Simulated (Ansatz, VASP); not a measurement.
**CdS: VASP beside Ansatz**

POSCAR

```
CdS
1.0
    0.0000000000      2.6587335697      2.6587335697
    2.6587335697      0.0000000000      2.6587335697
    2.6587335697      2.6587335697      0.0000000000
Cd S
1 1
Direct
   -0.0021230927      0.0021230927      0.0021230927
    0.5074443337      0.4925556663      0.4925556663
```

File INCAR.step1:

```
ALGO     = Normal         # electronic algorithm
EDIFF    = 1E-4           # SCF threshold, eV
ENCUT    = 520            # plane-wave cutoff, eV
GGA      = PE             # functional
ISMEAR   = 0              # smearing method
LASPH    = True           # aspherical terms in the spheres
LCHARG   = False          # write CHGCAR
LREAL    = False          # projectors in reciprocal space
LWAVE    = True           # write WAVECAR
NBANDS   = 16             # bands
NELM     = 100            # most SCF steps
PREC     = Accurate       # precision mode
SIGMA    = 0.05           # smearing width, eV
```

Contents of INCAR.step2:

```
ALGO     = Normal         # electronic algorithm
EDIFF    = 1E-6           # SCF threshold, eV
ENCUT    = 520            # plane-wave cutoff, eV
ISIF     = 2              # what is computed and relaxed
ISMEAR   = 0              # smearing method
ISTART   = 1            
LASPH    = True           # aspherical terms in the spheres
LCHARG   = False          # write CHGCAR
LMIXTAU  = True         
LREAL    = False          # projectors in reciprocal space
LWAVE    = False          # write WAVECAR
METAGGA  = R2SCAN         # meta-GGA
NBANDS   = 16             # bands
NELM     = 100            # most SCF steps
PREC     = Accurate       # precision mode
SIGMA    = 0.05           # smearing width, eV
```

KPOINTS

```
k-points
0
Gamma
  8 8 8
```

Input for Ansatz:

```yaml
crystal:
  lattice:
    - [0.0, 2.6587335697, 2.6587335697]
    - [2.6587335697, 0.0, 2.6587335697]
    - [2.6587335697, 2.6587335697, 0.0]
  atoms:
    - { symbol: Cd, position: [-0.0021230927, 0.0021230927, 0.0021230927] }
    - { symbol: S, position: [0.5074443337, 0.4925556663, 0.4925556663] }
basis:
  ecutwfc: 500
kpoints:
  mp_grid: { grid: [8, 8, 8] }
hamiltonian:
  xc: r2scan
scf:
  occupations: { method: gaussian, width: 0.05 }
output:
  forces: true
  stress: true
  eigenvalues: true
```

Change from the starting cell: mode 4 frozen in at -0.041 Å, equal normal strain along x, y and z -0.0250.

Alike in both runs: task single point; functional r2SCAN; k mesh 8 × 8 × 8; occupations gaussian, width 0.05 eV; no spin polarisation.

|  | VASP | Ansatz |
| --- | --- | --- |
| version | VASP 6.6.1 | Ansatz 0.2.0 |
| potentials or method | VASP PAW PBE potentials, release 64 (Cd, S) | scalar-relativistic, plane waves, PAW |
| plane-wave cutoff (eV) | 520 | 500 |
| valence electrons in the cell | 18 | 26 |

|  | VASP | Ansatz | Ansatz less VASP |
| --- | --- | --- | --- |
| gap on the k mesh at the Fermi level (eV) | 0.72 | 0.74 | +0.020 |
| least direct gap on the mesh (eV) | 2.93 | 2.97 | +0.041 |
| pressure (GPa) | 8.2 | 7.5 | -0.68 |
| largest component of the traceless stress (GPa) | 0.26 | 0.25 | -0.006 |
| rms of the force components (eV/Å) | 0.096 | 0.093 | -0.0034 |

Atom by atom the forces differ by 0.003 eV/Å (rms over components). The two sets of potentials don't hold the same shells in valence.

Caveats: the PAW data sets were made with another functional, which shifts forces and pressure a little (VASP). A k mesh can miss the band edges.
